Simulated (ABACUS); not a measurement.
# V (Im-3m) in ABACUS: settings compared, part 2 of 2

ABACUS 3.10.1. Earlier steps stand in the parts before.

## 3. Single point, PBE, collinear spin, ferromagnetic start

run_abacus.py

```python
"""ABACUS run from a structure file: ASE reads it, the script writes STRU, KPT and INPUT."""
import re
import subprocess
import spglib
from ase import Atoms
from ase.io import read
from ase.units import Bohr

atoms = read("V.cif")
cell, frac, numbers = spglib.standardize_cell((atoms.cell[:], atoms.get_scaled_positions(), atoms.numbers), to_primitive=True, symprec=1e-4)
atoms = Atoms(numbers=numbers, cell=cell, scaled_positions=frac, pbc=True)  # the primitive cell
atoms = atoms[(-atoms.numbers).argsort(kind="stable")]  # ABACUS lists atoms element by element
pseudo = {'V': 'V.upf'}
orbital = {'V': 'V_confined-atom_7au_4s3p3d1f.orb'}
magmoms = [2.0]
kmesh = [11, 11, 11]
params = {
    'suffix': 'V',
    'calculation': 'scf',
    'basis_type': 'lcao',
    'pseudo_dir': './',
    'orbital_dir': './',
    'symmetry': 1,
    'dft_functional': 'pbe',
    'ecutwfc': 100,
    'pseudo_rcut': 10,
    'nspin': 2,
    'nbands': 18,
    'ks_solver': 'genelpa',
    'smearing_method': 'fd',
    'smearing_sigma': 0.00367493,
    'scf_thr': 1e-07,
    'scf_nmax': 100,
    'mixing_type': 'broyden',
    'mixing_beta': 0.4,
    'cal_force': 1,
    'cal_stress': 1,
    'out_mul': 1,
    'out_chg': 1,
}

symbols = atoms.get_chemical_symbols()
elements = list(dict.fromkeys(symbols))
lines = ["ATOMIC_SPECIES"] + [f"{e} {atoms.get_masses()[symbols.index(e)]:.4f} {pseudo[e]}" for e in elements]
if orbital:
    lines += ["", "NUMERICAL_ORBITAL"] + [orbital[e] for e in elements]
lines += ["", "LATTICE_CONSTANT", f"{1 / Bohr:.10f}", "", "LATTICE_VECTORS"]
lines += [" ".join(f"{x:.10f}" for x in v) for v in atoms.cell]
lines += ["", "ATOMIC_POSITIONS", "Direct"]
for e in elements:
    lines += ["", e, "0.0", str(symbols.count(e))]
    for i, p in enumerate(atoms.get_scaled_positions(wrap=False)):
        if symbols[i] == e:
            mag = "" if magmoms is None else " mag " + " ".join(str(x) for x in (magmoms[i] if isinstance(magmoms[i], list) else [magmoms[i]]))
            lines.append(" ".join(f"{x:.10f}" for x in p) + " 1 1 1" + mag)
open("STRU", "w").write("\n".join(lines) + "\n")
open("KPT", "w").write("K_POINTS\n0\nGamma\n%d %d %d 0 0 0\n" % tuple(kmesh))
open("INPUT", "w").write("INPUT_PARAMETERS\n" + "".join(f"{k:<20s}{v}\n" for k, v in params.items()))

done = subprocess.run(['mpirun', '-np', '4', 'abacus'])
if done.returncode:
    raise SystemExit(done.returncode)
log = open("OUT.V/running_scf.log").read()
print("final energy (eV):", re.findall(r"FINAL_ETOT_IS (\S+)", log))
```

V.cif

```cif
data_V
_cell_length_a 3.02870000
_cell_length_b 3.02870000
_cell_length_c 3.02870000
_cell_angle_alpha 90.00000000
_cell_angle_beta 90.00000000
_cell_angle_gamma 90.00000000
_space_group_name_H-M_alt 'Im-3m'
_space_group_name_Hall '-I 4 2 3'
_space_group_IT_number 229
loop_
_space_group_symop_operation_xyz
'x,y,z'
'-x,-y,-z'
'-y,x,z'
'y,-x,-z'
'-x,-y,z'
'x,y,-z'
'y,-x,z'
'-y,x,-z'
'x,-y,-z'
'-x,y,z'
'-y,-x,-z'
'y,x,z'
'-x,y,-z'
'x,-y,z'
'y,x,-z'
'-y,-x,z'
'z,x,y'
'-z,-x,-y'
'z,-y,x'
'-z,y,-x'
'z,-x,-y'
'-z,x,y'
'z,y,-x'
'-z,-y,x'
'-z,x,-y'
'z,-x,y'
'-z,-y,-x'
'z,y,x'
'-z,-x,y'
'z,x,-y'
'-z,y,x'
'z,-y,-x'
'y,z,x'
'-y,-z,-x'
'x,z,-y'
'-x,-z,y'
'-y,z,-x'
'y,-z,x'
'-x,z,y'
'x,-z,-y'
'-y,-z,x'
'y,z,-x'
'-x,-z,-y'
'x,z,y'
'y,-z,-x'
'-y,z,x'
'x,-z,y'
'-x,z,-y'
'x+1/2,y+1/2,z+1/2'
'-x+1/2,-y+1/2,-z+1/2'
'-y+1/2,x+1/2,z+1/2'
'y+1/2,-x+1/2,-z+1/2'
'-x+1/2,-y+1/2,z+1/2'
'x+1/2,y+1/2,-z+1/2'
'y+1/2,-x+1/2,z+1/2'
'-y+1/2,x+1/2,-z+1/2'
'x+1/2,-y+1/2,-z+1/2'
'-x+1/2,y+1/2,z+1/2'
'-y+1/2,-x+1/2,-z+1/2'
'y+1/2,x+1/2,z+1/2'
'-x+1/2,y+1/2,-z+1/2'
'x+1/2,-y+1/2,z+1/2'
'y+1/2,x+1/2,-z+1/2'
'-y+1/2,-x+1/2,z+1/2'
'z+1/2,x+1/2,y+1/2'
'-z+1/2,-x+1/2,-y+1/2'
'z+1/2,-y+1/2,x+1/2'
'-z+1/2,y+1/2,-x+1/2'
'z+1/2,-x+1/2,-y+1/2'
'-z+1/2,x+1/2,y+1/2'
'z+1/2,y+1/2,-x+1/2'
'-z+1/2,-y+1/2,x+1/2'
'-z+1/2,x+1/2,-y+1/2'
'z+1/2,-x+1/2,y+1/2'
'-z+1/2,-y+1/2,-x+1/2'
'z+1/2,y+1/2,x+1/2'
'-z+1/2,-x+1/2,y+1/2'
'z+1/2,x+1/2,-y+1/2'
'-z+1/2,y+1/2,x+1/2'
'z+1/2,-y+1/2,-x+1/2'
'y+1/2,z+1/2,x+1/2'
'-y+1/2,-z+1/2,-x+1/2'
'x+1/2,z+1/2,-y+1/2'
'-x+1/2,-z+1/2,y+1/2'
'-y+1/2,z+1/2,-x+1/2'
'y+1/2,-z+1/2,x+1/2'
'-x+1/2,z+1/2,y+1/2'
'x+1/2,-z+1/2,-y+1/2'
'-y+1/2,-z+1/2,x+1/2'
'y+1/2,z+1/2,-x+1/2'
'-x+1/2,-z+1/2,-y+1/2'
'x+1/2,z+1/2,y+1/2'
'y+1/2,-z+1/2,-x+1/2'
'-y+1/2,z+1/2,x+1/2'
'x+1/2,-z+1/2,y+1/2'
'-x+1/2,z+1/2,-y+1/2'
loop_
_atom_site_label
_atom_site_type_symbol
_atom_site_symmetry_multiplicity
_atom_site_Wyckoff_symbol
_atom_site_fract_x
_atom_site_fract_y
_atom_site_fract_z
_atom_site_occupancy
V1 V 2 a 0.0000000000 0.0000000000 0.0000000000 1
```

Potentials or basis: PseudoDojo NC SR 0.5 PBE standard, TZDP LCAO (the cutoffs set its grid).

Command:

```
$ OMP_NUM_THREADS=1 python run_abacus.py > log
```

running log:

```text
ABACUS v3.10.1

               Atomic-orbital Based Ab-initio Computation at UStc

 ------------------------------------------------------------------------------------

 READING GENERAL INFORMATION
                           global_out_dir = OUT.V/
                           global_in_card = INPUT
                               pseudo_dir = ./
                              orbital_dir = ./
                                    DSIZE = 4
                                    GSIZE = 1

 READING UNITCELL INFORMATION
                                    ntype = 1
                  lattice constant (Bohr) = 1.88973
              lattice constant (Angstrom) = 1
[... 568 lines left out ...]

[... levels at 106 further k points ...]

-------------------------------------------------
 Total Magnetism (uB)
-------------------------------------------------
                         V1        -0.0000011248
-------------------------------------------------

 correction force for each atom along direction 1 is 7.98268e-14
 correction force for each atom along direction 2 is -7.09649e-14
 correction force for each atom along direction 3 is 3.25064e-14
------------------------------------------------------------------------------------------
 TOTAL-FORCE (eV/Angstrom)
------------------------------------------------------------------------------------------
                        V1         0.0000000000         0.0000000000         0.0000000000
------------------------------------------------------------------------------------------

----------------------------------------------------------------
 TOTAL-STRESS (KBAR)
----------------------------------------------------------------
       -48.6105175271         0.0000000000         0.0000000000
         0.0000000000       -48.6105175271        -0.0000000000
        -0.0000000000        -0.0000000000       -48.6105175271
----------------------------------------------------------------
 TOTAL-PRESSURE: -48.610518 KBAR

 --------------------------------------------
 !FINAL_ETOT_IS -2008.4089991672249198 eV
 --------------------------------------------
```

INPUT:

```text
INPUT_PARAMETERS
suffix              V
calculation         scf
basis_type          lcao
pseudo_dir          ./
orbital_dir         ./
symmetry            1
dft_functional      pbe
ecutwfc             100
pseudo_rcut         10
nspin               2
nbands              18
ks_solver           genelpa
smearing_method     fd
smearing_sigma      0.00367493
scf_thr             1e-07
scf_nmax            100
mixing_type         broyden
mixing_beta         0.4
cal_force           1
cal_stress          1
out_mul             1
out_chg             1
```

STRU:

```text
ATOMIC_SPECIES
V 50.9415 V.upf

NUMERICAL_ORBITAL
V_confined-atom_7au_4s3p3d1f.orb

LATTICE_CONSTANT
1.8897261258

LATTICE_VECTORS
-1.5143500000 1.5143500000 1.5143500000
1.5143500000 -1.5143500000 1.5143500000
1.5143500000 1.5143500000 -1.5143500000

ATOMIC_POSITIONS
Direct

V
0.0
1
-0.0000000000 0.0000000000 0.0000000000 1 1 1 mag 2.0
```

It took 12 s on 4 MPI ranks of Intel Xeon 6975P-C (Granite Rapids), shared host; peak memory 0.4 GiB.

What came out:

- Free energy: -2008.4090 eV
- Pressure: -4.9 GPa
- Band gap on the k mesh: none (metal or under the smearing width)
- Net moment: 0.00 μB per cell
- Absolute moment: 0.00 μB per cell

Levels at points of the mesh, in eV from the Fermi level:
Spin up:
```
           k point  band 2  band 3  band 4  band 5  band 6  band 7  band 8  band 9  band 10  band 11
(0.00, 0.00, 0.00)  -37.11  -37.11  -37.11   -6.51    0.42    0.42    0.42    2.36     2.36    20.60
```
Spin down:
| k point | band 4 | band 5 | band 6 | band 7 | band 8 | band 9 |
| --- | --- | --- | --- | --- | --- | --- |
| (0.00, 0.00, 0.00) | -37.11 | -6.51 | 0.42 | 0.42 | 0.42 | 2.36 |

Caveat: the atomic orbitals were generated for these runs and aren't a published set; the basis of atomic orbitals isn't converged, which shifts pressures, moduli and gaps.

## 4. Single point, PBEsol, collinear spin, ferromagnetic start

run_abacus.py, as its differences from that of step 3:

```diff
@@ -3,4 +3,2 @@
 import subprocess
-import spglib
-from ase import Atoms
 from ase.io import read
@@ -8,8 +6,6 @@
 
-atoms = read("V.cif")
-cell, frac, numbers = spglib.standardize_cell((atoms.cell[:], atoms.get_scaled_positions(), atoms.numbers), to_primitive=True, symprec=1e-4)
-atoms = Atoms(numbers=numbers, cell=cell, scaled_positions=frac, pbc=True)  # the primitive cell
+atoms = read("POSCAR")
 atoms = atoms[(-atoms.numbers).argsort(kind="stable")]  # ABACUS lists atoms element by element
 pseudo = {'V': 'V.upf'}
-orbital = {'V': 'V_confined-atom_7au_4s3p3d1f.orb'}
+orbital = {'V': 'V_confined-atom_7au_3s2p2d1f.orb'}
 magmoms = [2.0]
@@ -23,3 +19,3 @@
     'symmetry': 1,
-    'dft_functional': 'pbe',
+    'dft_functional': 'pbesol',
     'ecutwfc': 100,
```

POSCAR

```
V
1.0
   -1.5143500000      1.5143500000      1.5143500000
    1.5143500000     -1.5143500000      1.5143500000
    1.5143500000      1.5143500000     -1.5143500000
V
1
Direct
    0.0000000000      0.0000000000      0.0000000000
```

Potentials or basis: PseudoDojo NC SR 0.5 PBE stringent, DZP LCAO (the cutoffs set its grid).

Command:

```
$ OMP_NUM_THREADS=1 python run_abacus.py > log
```

Wall time 12 s (4 MPI ranks of Intel Xeon Platinum 8488C (Sapphire Rapids), shared host); peak memory 0.36 GiB.

Results (log left out):

| Quantity | Value |
| --- | --- |
| Free energy | -2005.2152 eV |
| Pressure | -10.9 GPa |
| Band gap on the k mesh | none (metal or under the smearing width) |
| Net moment | 0.00 μB per cell |
| Absolute moment | 0.00 μB per cell |

Levels at points of the mesh, in eV from the Fermi level:
Spin up:
```tsv
k point	band 2	band 3	band 4	band 5	band 6	band 7	band 8	band 9	band 10	band 11
(0.00, 0.00, 0.00)	-37.04	-37.04	-37.04	-6.56	0.44	0.44	0.44	2.41	2.41	20.56
```
Spin down:
```tsv
k point	band 3	band 4	band 5	band 6	band 7	band 8	band 9	band 10
(0.00, 0.00, 0.00)	-37.04	-37.04	-6.56	0.44	0.44	0.44	2.41	2.41
```

Caveat: the atomic orbitals were generated for these runs and aren't a published set; the potentials were made for another functional, which shifts forces and pressure; the basis of atomic orbitals isn't converged, which shifts pressures, moduli and gaps.
